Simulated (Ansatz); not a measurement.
# SnSe: the cost of one run

Computed with Ansatz 0.2.0 (DFT PBE, scalar-relativistic, unless a step's input says otherwise).

## (1) The system as given

The structure is cubic, space group Fm-3m (No. 225). The conventional cell has a = 6.020 Å, b = 6.020 Å, c = 6.020 Å, α = 90.00°, β = 90.00°, γ = 90.00°. Around Sn (site symmetry m-3m) lie 6 Se at 3.01 Å. Se (site symmetry m-3m) has 6 Sn at 3.01 Å in its first shell of neighbours.

As a file:

```
Sn Se
1.0
     0.00000    3.01000    3.01000
     3.01000    0.00000    3.01000
     3.01000    3.01000    0.00000
Sn Se
1 1
Direct
  0.00000 0.00000 0.00000
  0.50000 0.50000 0.50000
```

Atoms are numbered in the order of the input: Sn1, Se2.

## (2) The deformed structure

Space group Fm-3m before, I4mm after.

## (3) Full-potential LAPW

input.yaml

```yaml
crystal:
  lattice:
    - [0.0, 3.01, 3.01]
    - [3.01, 0.0, 3.01]
    - [3.01, 3.01, 0.0]
  atoms:
    - { symbol: Sn, position: [0.0132890365, 0.0132890365, -0.0132890365] }
    - { symbol: Se, position: [0.5, 0.5, 0.5] }
kpoints:
  mp_grid: { grid: [9, 9, 9] }
scf:
  occupations: { method: fermi_dirac, width: 0.02 }
hamiltonian:
  xc: pbe
  pseudopotentials: { kind: all_electron, lapw: { basis_error: 0.00025 } }
output:
  forces: true
  stress: true
  eigenvalues: true
```

The run is started by

```bash
> ansatz run input.yaml --threads 1 --pin off --max-ram 2048MiB --backend cpu --events-out ev --progress --plain --runs-dir out
```

Q: Estimate wall time and peak memory on 1 thread of Arm Neoverse V1, shared host.

About 44 s, with a peak of 0.4 GiB.
